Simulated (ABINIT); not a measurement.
## Mg in ABINIT: the effect of potentials

Mg:

```xyz
2
Lattice="3.2093 0.0000 0.0000 -1.6046 2.7793 0.0000 0.0000 0.0000 5.2103" Properties=species:S:1:pos:R:3 pbc="T T T"
Mg    1.6047    0.9264    3.9077
Mg    0.0000    1.8529    1.3026
```

Alike in all runs:

* Program: ABINIT 10.8.3 (patched build)
* Task: single point
* Functional: r2SCAN
* k mesh: 10 × 10 × 5
* Occupations: fermi-dirac, width 0.05 eV
* Spin: no spin polarisation

| potentials | cutoff | pressure (GPa) |
| --- | --- | --- |
| Ansatz PAW PBE default generated set, frozen core | 490 eV | -1.1 |
| JTH PAW PBE v2.0 | 626 eV | -0.9 |
| Ansatz NC r2SCAN | 1361 eV | -1.1 |
| SG15 NC PBE v1.2 | 1361 eV | ? |
| PseudoDojo NC SR PBE v0.4.1 standard | 1361 eV | -0.8 |

What does the run with potentials SG15 NC PBE v1.2 give?

Pressure -0.2 GPa.

Caveats: the PAW data sets were made with another functional, which shifts forces and pressure a little (some runs); the potentials were made for another functional, which shifts forces and pressure (some runs).
